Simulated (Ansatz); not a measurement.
## Strain response of TiPt$_{3}$

Computed with DFT PBEsol, scalar-relativistic, plane waves, PAW in Ansatz. Run with 420 eV cutoff, 14×14×14 k-mesh, Gaussian smearing of 0.10 eV, no spin polarisation.

The relaxed crystal:

```
Ti Pt
1.0
     3.89935    0.00000    0.00000
     0.00000    3.89935    0.00000
     0.00000    0.00000    3.89935
Ti Pt
1 3
Direct
  0.00000 0.00000 0.00000
  0.00000 0.50000 0.50000
  0.50000 0.00000 0.50000
  0.50000 0.50000 0.00000
```

Deformation: shear that moves c along a by the strain times its height over the a-b plane, the cell held and the atoms relaxed, all within the symmetry that the strain leaves. Energies are extrapolated to zero smearing.

Spin–orbit coupling is left out, which can shift energies with elements as heavy as these.

```tsv
strain (%)	ΔE (meV/atom)	a (Å)	b (Å)	c (Å)
+0.0	0.0	3.899	3.899	3.899
+1.5	1.6	3.899	3.899	3.900
+3.0	6.5	3.899	3.899	3.901
+4.5	14.7	3.899	3.899	3.903
+6.0	26.2	3.899	3.899	3.906
+9.0	59.1	3.899	3.899	3.915
```

(1) What stiffness (1/V) d²E/dε² at zero strain does a cubic fit over all points give?

Results:

(1) A cubic fit gives (1/V) d²E/dε² = 156 GPa at zero strain (the shear constant for this plane and direction).

Cost: 6 runs of about 7 core-minutes in all, on Arm Neoverse V2 (shared hosts).